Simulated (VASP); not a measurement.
Here is a VASP 6.6.1 calculation.

INCAR

```
  PREC = Accurate
  ENCUT = 520
  EDIFF = 1E-6
  ISMEAR = 0
  SIGMA = 0.15
  LREAL = F
  LASPH = T
  NELM = 100
  ALGO = Fast
  ISIF = 2
  LWAVE = F
  LCHARG = T
  GGA = PS
  LELF = T
  LVHAR = T
  NBANDS = 14
```

File KPOINTS:

```
Automatic mesh
0
Gamma
  16 16 16
```

The input POSCAR:

```
HfN
1.0
    0.0000000000      2.4548220000      2.8230453000
    2.4548220000      0.0000000000      2.8230453000
    2.4548220000      2.4548220000      0.0000000000
Hf N
1 1
Direct
    0.0000000000      0.0000000000      0.0000000000
    0.7500000000      0.7500000000      0.7500000000
```

Potentials or basis: VASP PAW PBE potentials, release 64 (Hf_pv, N).

Launch:

```console
$ cat potpaw_PBE.64/Hf_pv/POTCAR potpaw_PBE.64/N/POTCAR > POTCAR
$ mpirun -np 1 vasp_std > vasp.out
```

(1) Estimate the band gap on the k mesh.

(2) Estimate the pressure.

## Answers

(1) none (metal or under the smearing width).

(2) -25.2 GPa.

Caveat: so large a pressure means that the cell lies far from this level's equilibrium, or that cutoff or potentials fall short; the potentials were made for another functional, which shifts forces and pressure.
